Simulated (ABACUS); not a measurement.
Runs of ABACUS 3.10.1 on Al. It takes space group Pm-3m (No. 221, cubic). Conventional cell: a = 2.722 Å, b = 2.722 Å, c = 2.722 Å, α = 90.00°, β = 90.00°, γ = 90.00°. Al (site symmetry m-3m) is surrounded by 6 Al at 2.72 Å. The cell was built by a generator and needn't be a form met in nature.

```csv
cell,gap on the mesh (eV),pressure (GPa)
cell strained by +0.06 along c,none,-2.9
cell strained by +0.03 along c,none,-1.9
cell strained by -0.06 along c,none,(b)
as given,none,(a)
cell strained by -0.03 along c,none,1.7
```

Alike in all rows: task single point; level PBE; potentials or basis PseudoDojo NC SR 0.4.1 PBE standard, plane waves; no spin polarisation; k mesh 7 × 7 × 7; cutoff (eV) 558; smearing fermi-dirac 0.05 eV.

**Question.** Fill in the values left out.

**Answer.** (a) -0.4; (b) 4.4.

A gap of «none» marks a metal or a gap under the smearing width.
